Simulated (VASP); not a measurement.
Te2Mo: relaxation of cell and atoms with PBE+D3(BJ)

The system is Te2Mo, a slab with vacuum.

```xyz
6
Lattice="3.5182 0.0000 0.0000 -1.7591 3.0469 0.0000 0.0000 0.0000 28.5920" Properties=species:S:1:pos:R:3 pbc="T T T"
Te    0.0000    2.0312    9.0000
Te    0.0000    2.0312   12.6052
Te    1.7591    1.0156   15.9868
Te    1.7591    1.0156   19.5920
Mo    1.7591    1.0156   10.8026
Mo    0.0000    2.0312   17.7894
```

| Quantity | Value |
| --- | --- |
| Program | VASP 6.6.1 |
| Task | relaxation of cell and atoms |
| Functional | PBE |
| Dispersion | D3(BJ) |
| Potentials or basis | VASP PAW PBE potentials, release 64 (Te, Mo_sv) |
| Cutoff | 600 eV |
| k mesh | 12 × 12 × 1 |
| Occupations | gaussian, width 0.03 eV |
| Spin | no spin polarisation |
| Further INCAR settings | ALGO = Normal; EDIFF = 1e-06; IBRION = 2; EDIFFG = -0.01; NSW = 90; ISIF = 3 |

```yaml
Relaxed_volume: 50.50 Å³/atom
Relaxed_cell: a = 3.498 Å, b = 3.498 Å, c = 28.592 Å, α = 90.00°, β = 90.00°, γ = 120.00°
Space_group_after_relaxing_to_0.05_Å: P-3m1 (No. 164)
Energy_gained_by_relaxing: 2.4 meV/atom
Ionic_steps: 21
Largest_force_after_relaxing: 0.007 eV/Å
Band_gap_on_the_k_mesh: 0.88 eV, indirect (least direct gap 1.15 eV)
Dispersion_energy_per_atom: -0.475 eV
```

Forces in eV/Å, atoms in the order of the input:
```
Te   0.000  0.000 -0.007
Te   0.000  0.000  0.006
Te   0.000  0.000 -0.006
Te   0.000  0.000  0.007
Mo   0.000  0.000  0.005
Mo   0.000  0.000 -0.005
```

Step by step:
```
step  energy change (eV)  largest force (eV/Å)  pressure (GPa)  volume (Å³)
   1              0.0000                0.2034           -0.09       306.49
   2             -0.0067                0.1417            0.05       304.03
   3             -0.0082                0.0984            0.16       302.14
   4             -0.0094                0.0938           -0.25       302.83
   5             -0.0099                0.0299           -0.10       302.58
   6             -0.0099                0.0291           -0.10       302.59
   7             -0.0101                0.0322           -0.10       302.60
   8             -0.0105                0.0451           -0.09       302.61
   9             -0.0108                0.1032           -0.05       302.63
  10             -0.0108                0.1017           -0.05       302.64
  11             -0.0109                0.1009           -0.05       302.65
  12             -0.0111                0.0988           -0.04       302.68
  13             -0.0115                0.0962           -0.04       302.73
  14             -0.0121                0.0892           -0.04       302.84
  15             -0.0132                0.0792           -0.02       303.05
  16             -0.0142                0.0647            0.02       303.48
  17             -0.0142                0.0614            0.03       303.55
  18             -0.0145                0.0250            0.01       303.48
  19             -0.0145                0.0212           -0.02       303.45
  20             -0.0145                0.0143           -0.01       303.23
  21             -0.0146                0.0072            0.00       303.02
```

Final structure:
```
CELL_PARAMETERS angstrom
3.49821 0.00000 0.00000
-1.74910 3.02954 0.00000
0.00000 0.00000 28.59199
ATOMIC_POSITIONS crystal
Te 0.33333 0.66667 0.31649
Te 0.33333 0.66667 0.44371
Te 0.66667 0.33333 0.55629
Te 0.66667 0.33333 0.68351
Mo 0.66667 0.33333 0.38006
Mo 0.33333 0.66667 0.61994
```

Levels at points of the mesh, in eV from the valence-band top:
| k point | band 23 | band 24 | band 25 | band 26 | band 27 | band 28 | band 29 | band 30 |
| --- | --- | --- | --- | --- | --- | --- | --- | --- |
| (0.00, 0.00, 0.00) | -0.96 | -0.96 | -0.88 | 0.00 | 2.96 | 2.96 | 3.08 | 3.08 |
| (0.50, 0.00, 0.00) | -0.98 | -0.96 | -0.48 | -0.28 | 1.33 | 1.37 | 1.56 | 1.77 |

It took 12 min on 8 MPI ranks on Intel(R) Xeon(R) Platinum 8488C (Sapphire Rapids), with other jobs on the host, peak memory 0.65 GiB a rank.

Caveat: spin-orbit coupling is left out, which moves the levels of the heavy elements.
